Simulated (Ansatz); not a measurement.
Structure types of B compared at 330 GPa

Structure types of B are relaxed in primitive cells with their symmetry kept at 330 GPa, first on PAW files, then by LAPW. The enthalpy is E + pV at zero temperature, without zero-point motion. Only the types listed were tried, and differences under about 5 meV/atom are mesh noise. The real phase may be another.

All numbers are PBE results (scalar-relativistic) from Ansatz 0.2.0, with Fermi–Dirac smearing of 0.1 eV, no spin polarisation. Methods: LAPW: all electrons, basis error target 0.5 meV/atom; PAW: frozen-core files, cutoff 420 eV.

k meshes: fcc 26×26×26, bcc 27×27×27, hcp 24×24×13, sc 23×23×23, simple hexagonal 25×25×23, diamond 19×19×19.

Which type is lowest in enthalpy, and by how much?

fcc, 201 meV/atom below hcp. The whole table:

```tsv
start type	ends as	a, b, c (Å)	V (Å³/atom)	H − H(lowest), LAPW (meV/atom)	same, PAW
fcc	fcc, Fm-3m	2.428, 2.428, 2.428	3.58	0.0	0.0
bcc	bcc, Im-3m	1.933, 1.933, 1.933	3.61	525.2	524.7
hcp	hcp, P6_3/mmc	1.664, 1.664, 2.998	3.59	200.6	200.2
sc	sc, Pm-3m	1.573, 1.573, 1.573	3.89	677.5	674.9
simple hexagonal	simple hexagonal, P6/mmm	1.601, 1.601, 1.701	3.78	345.9	344.5
diamond	diamond, Fd-3m	3.281, 3.281, 3.281	4.41	2189.6	2190.6
```
